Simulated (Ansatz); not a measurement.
# Al (Fm-3m) in Ansatz: further runs

One crystal, Al, is run at these levels: PBE-PBEsol, revPBE, PBE, LDA, revPBE-LDA; tasks: density of states, band structure, projected density of states.

Everything below comes from runs of Ansatz 0.2.0. Logs are shortened: lines on timing, memory, paths and dates and some standing lists are left out, and cuts for length are marked.

### Step 1. Starting point

It takes space group Fm-3m (No. 225, cubic). The conventional cell has a = 4.050 Å, b = 4.050 Å, c = 4.050 Å, α = 90.00°, β = 90.00°, γ = 90.00°. Al (site symmetry m-3m) has 12 Al at 2.86 Å as nearest neighbours.

### Step 2. Density of states, PBE-PBEsol (cell strained at random at fixed volume)

Contents of input.yaml:

```yaml
crystal:
  lattice:
    - [0.045279, 2.081314, 2.052654]
    - [2.031077, 0.06844, 2.029493]
    - [2.04774, 2.074816, 0.051777]
  atoms:
    - { symbol: Al, position_ang: [0.0, 0.0, 0.0] }
kpoints:
  mp_grid: { grid: [11, 11, 11] }
scf:
  occupations: { method: fermi_dirac, width: 0.01 }
hamiltonian:
  xc: { exchange: pbe, correlation: pbesol }
  pseudopotentials: { kind: all_electron, datasets: crystal }
output:
  forces: true
  stress: true
  eigenvalues: true
  dos: { projected: false, de: 0.1, e_range: [-10, 10] }
```

Potentials or basis: all-electron PAW datasets made for the crystal.

Run with:

```bash
ansatz run input.yaml --threads 1 --pin off --max-ram 2560MiB --backend cpu --events-out ev --progress --plain --runs-dir out
```

The log of the run:

```text
Warning: RAYON_NUM_THREADS=1 ignored (pool sized by the plan → 1); use --threads N
hamiltonian.pseudopotentials.datasets: crystal makes datasets for this crystal and solves the spheres of its atoms anew in each pass: cutoff 140.0 eV, the density's 560.0 eV; for an error of 0.50 meV an atom under PBE, 0.5 meV for the cell; an energy difference from a run of another recipe may be off by several times the error for the cell, under r2SCAN by more, where some 0.1 meV an atom stays at smaller errors; Al in spheres of 1.376 Å, 3 of its electrons in bands
Engine: ansatz 0.2.0, aarch64-unknown-linux-gnu
Pseudopotentials: kind: all_electron
Pseudopotential: Al, paw, valence charge 3, recommended cutoff 140 eV (normal), crystal/all_electron/pbe/scalar/gaussian/Al, Koelling and Harmon's equation, gaussian nucleus
Functional definition: unnamed
  exchange = pbe_x
  correlation = pbe_c(beta = 0.046)
Crystal: 1 atoms, lattice volume = 16.603 Å³
Basis set: ecut = 140 eV, 59 PW (Γ), exchange–correlation on 24×24×24 points (8 copies of the dense FFT grid, shifted against one another)
Bands: 6, of which v1, the nominal top of the filled ones, is band 2 counted from 1 (1 counted from 0)
Symmetry: 2 space group operations
Space group: P-1 (ITA 2), of the structure as read, at distance tolerance 2.6e-5 Å
k-points: 666 of 1331
Non-local potential: Al, projectors of the file, l = 0: 1, l = 1: 1
PAW form: soft (Blöchl's): semilocal exchange-correlation on the pseudo side does not see the compensation charge
PAW one-centre angular grid: Al, 110 points (default); XC on its mesh's 2005 points in the sphere
Initial density: superposition of atomic densities (neutral atoms: chi_scale 0, normalization atom)
Initial wavefunctions: pseudopotential atomic-orbital guess
Functional: x = pbe(κ = 0.804, μ = 0.2195149727645171), c = pbesol(β = 0.046)
iter 1 solved again at ethr=1.54e-3 eV; its pass at ethr=1.00e-1 eV (dr2=4.61e-2 eV) is discarded
SCF iter   1: F=—  HF=-6609.488079 eV  |F-HF|=—  |Δ(HF+E_count)|=         —  Δρ=1.93e-2  dr2=5.48e-2  ethr=1.54e-3  ⟨swp⟩=2.9  Hψ=24539  notcnv=0
preconditioner: auto → none  [metal: Δε(μ)=0.008 eV  Ē_g=13.296 eV  σ=0.010 eV  W_gap=0.19  n_scr=0 (ndim 8)  ℏωp=15.8 eV  f_vac=0.008  D(μ)=0.62/eV (n_scr^D=0)]
SCF iter   2: F=—  HF=-6609.503202 eV  |F-HF|=—  |Δ(HF+E_count)|=   1.51e-2  Δρ=9.86e-3  dr2=1.39e-2  ethr=1.54e-3  ⟨swp⟩=2.0  Hψ=8004  notcnv=0  defer=11
iter 3 solved again at ethr=2.21e-6 eV; its pass at ethr=4.64e-4 eV (dr2=6.64e-5 eV) is discarded
SCF iter   3: F=—  HF=-6609.514814 eV  |F-HF|=—  |Δ(HF+E_count)|=   1.16e-2  Δρ=6.75e-4  dr2=6.65e-5  ethr=2.21e-6  ⟨swp⟩=2.2  Hψ=20506  notcnv=0  defer=41
SCF iter   4: F=—  HF=-6609.514937 eV  |F-HF|=—  |Δ(HF+E_count)|=   1.23e-4  Δρ=2.66e-4  dr2=1.04e-5  ethr=2.21e-6  ⟨swp⟩=2.0  Hψ=5185  notcnv=0  defer=19
SCF iter   5: F=-6609.514960 eV  HF=-6609.514960 eV  |F-HF|=8.29e-10  |Δ(HF+E_count)|=   2.30e-5  Δρ=3.91e-6  dr2=2.79e-9  ethr=3.46e-7  ⟨swp⟩=2.5  Hψ=5720  notcnv=0  defer=5
SCF 1 converged in 5 iterations: F = -6609.514957 eV  dr2 = 2.79e-9
  Residual-converged pass: ⟨swp⟩=3.1  Hψ=6081  notcnv=0  max |occ|·‖R‖ = 3.7e-6 eV (tolerance 3.7e-6 eV)  dr2=3.44e-9  dr2_onsite=8.08e-9  max |Δocc| = 9.2e-8
SCF converged after 5 iterations
Free energy (F): -6609.514957 eV
Harris-Foulkes:  -6609.514957 eV  (|F-HF|=8.29e-10)
Internal energy: -6609.514790 eV  (E = F + TS)
E sigma→0 (E₀):  -6609.514874 eV
Entropy (-TS):   -0.000168 eV (-0.168 meV/atom)
Past the cutoff: the bands carry plane waves up to 1.75 times it, of which those up to 1.5 times it add -0.000130 eV an atom, each by itself; the spheres take 0.000061 eV an atom off the energy for waves past 1.75 times it
By the cutoff:   a pressure is off by up to 0.005 GPa (1.2 times the spheres' own share and the shells' term, over an atom's volume, and 0.004 GPa: a bound that held against runs at twice the plane waves)
Past the cutoffs: a stress includes 0.0001 GPa for waves and charges beyond them, in addition to the slope of what the spheres take
In the spheres:  the bands' charges fall short by 2.4e-7 e at most (sound up to 1e-3)
Fermi energy:    9.773029 eV
--- Per-component energies (eV) ---
  E_band       = 15.948481
  E_kinetic    = 23.172952
  E_local      = 13.986672  (includes V_loc(G=0)·N_el)
  E_nonlocal   = 5.199556
  E_hartree    = 0.143954
  E_xc         = -24.851491
  E_vxc        = -31.364793  (∫ρ·V_xc dr)
  E_paw        = -6607.895555  (= ΣΔE_a)
  E_vpaw       = -49.406554  (= ΣTr[D̂ρ^β])
  E_ewald      = -73.343643
  E_smearing   = -0.000168  (= −TS)
  E_closure    = 54.072765  (closes the sum)
  Σ components = -6609.514957   (vs F -6609.514957, Δ=0.00e0)
  The terms above E_closure are by the made datasets' own strengths, without shells solved beside the bands.
--- Forces (eV/Å), atoms counted from 1 ---
  atom   1  Al     0.00000000     0.00000000     0.00000000
  max |Σ_I F_I| component: 0.00e0 eV/Å
--- Stress (GPa, compression-positive) ---
        0.915759      -1.692152      -1.151240
       -1.692152      -0.916450      -2.192958
       -1.151240      -2.192958       1.207538
  P = ⅓ Tr σ = 0.4023 GPa (4.023 kbar)
--- Band table (eV; the first three rows and the last of 666) ---
  k-point 0: bands = ["-1.3623", "21.3938", "22.5309", "22.5972"]
  k-point 1: bands = ["-1.1354", "19.5746", "20.8976", "22.0325"]
  k-point 2: bands = ["-0.4568", "15.9498", "20.1808", "21.2345"]
  k-point 665: bands = ["5.0057", "5.9560", "17.5909", "19.7732"]
```

It took 14 s on 1 thread of Arm Neoverse V1, shared host; peak memory 0.31 GiB.

What came out:

- Free energy: -6609.5150 eV
- Pressure: 0.4 GPa
- Band gap on the k mesh: none (metal or under the smearing width)

Stress tensor (GPa, compression positive):
```
 0.92 -1.69 -1.15
-1.69 -0.92 -2.19
-1.15 -2.19  1.21
```

States per cell in windows of 0.5 eV (zero at the Fermi level; states under -8 eV left out):
```tsv
from (eV)	total
-8.0	0.11
-7.5	0.12
-7.0	0.13
-6.5	0.13
-6.0	0.15
-5.5	0.16
-5.0	0.17
-4.5	0.15
-4.0	0.17
-3.5	0.19
-3.0	0.19
-2.5	0.16
-2.0	0.17
-1.5	0.22
-1.0	0.20
-0.5	0.18
0.0	0.19
0.5	0.23
1.0	0.21
1.5	0.22
2.0	0.23
2.5	0.24
3.0	0.24
3.5	0.24
4.0	0.26
4.5	0.28
5.0	0.29
5.5	0.29
6.0	0.28
6.5	0.27
7.0	0.27
7.5	0.27
```

Caveat: the program warned that the printed levels may be off, so bands, gaps and densities of states are rough.

### Step 3. Band structure, revPBE, collinear spin, ferromagnetic start

Contents of input.yaml:

```yaml
crystal:
  lattice:
    - [0.0, 2.024805, 2.024805]
    - [2.024805, 0.0, 2.024805]
    - [2.024805, 2.024805, 0.0]
  atoms:
    - { symbol: Al, position_ang: [0.0, 0.0, 0.0], spin: 0.5 }
kpoints:
  mp_grid: { grid: [11, 11, 11] }
  band_path:
    path:
      - [0.0, 0.0, 0.0]
      - [0.5, 0.0, 0.5]
      - [0.5, 0.25, 0.75]
      - [0.375, 0.375, 0.75]
      - [0.0, 0.0, 0.0]
      - [0.5, 0.5, 0.5]
      - [0.625, 0.25, 0.625]
      - [0.5, 0.25, 0.75]
    npoints: 12
scf:
  occupations: { method: cold, width: 0.05 }
hamiltonian:
  xc: revpbe
  pseudopotentials: { kind: all_electron, datasets: crystal }
magnetization:
  spin_polarized: true
output:
  forces: true
  stress: true
  eigenvalues: true
```

Potentials or basis: all-electron PAW datasets made for the crystal.

Run with:

```bash
ansatz run input.yaml --threads 1 --pin off --max-ram 2560MiB --backend cpu --events-out ev --progress --plain --runs-dir out
```

Run time: 5 s. Hardware: 1 thread of Arm Neoverse V2, shared host; peak memory 0.28 GiB.

Results (log left out):

| Quantity | Value |
| --- | --- |
| Free energy | -6609.6531 eV |
| Pressure | 0.7 GPa |
| Band gap along the path | none (metal or under the smearing width) |
| Net moment | 0.00 μB per cell |
| Absolute moment | 0.00 μB per cell |

Levels at the corners of the path, in eV from the Fermi level:
Spin up:
| point | band 1 | band 2 | band 3 | band 4 | band 5 | band 6 |
| --- | --- | --- | --- | --- | --- | --- |
| Γ | -11.12 | 12.56 | 12.56 | 12.56 | 14.10 | 14.10 |
| X | -2.95 | -1.61 | 5.21 | 5.56 | 5.56 | 9.05 |
| W | -0.87 | -0.87 | 0.13 | 1.12 | 15.76 | 15.76 |
| K | -1.91 | -1.39 | -0.40 | 6.53 | 8.17 | 15.64 |
| Γ | -11.12 | 12.56 | 12.56 | 12.56 | 14.10 | 14.10 |
| L | -4.61 | -4.38 | 11.39 | 11.39 | 11.40 | 11.40 |
| U | -1.91 | -1.39 | -0.40 | 6.53 | 8.17 | 15.64 |
| W | -0.87 | -0.87 | 0.13 | 1.12 | 15.76 | 15.76 |
Spin down:
```csv
point,band 1,band 2,band 3,band 4,band 5,band 6
Γ,-11.12,12.56,12.56,12.56,14.10,14.10
X,-2.95,-1.61,5.21,5.56,5.56,9.05
W,-0.87,-0.87,0.13,1.12,15.76,15.76
K,-1.91,-1.39,-0.40,6.53,8.17,15.64
Γ,-11.12,12.56,12.56,12.56,14.10,14.10
L,-4.61,-4.38,11.39,11.39,11.40,11.40
U,-1.91,-1.39,-0.40,6.53,8.17,15.64
W,-0.87,-0.87,0.13,1.12,15.76,15.76
```

Caveat: the starting moments weren't kept.

[end of part 1 of 3]
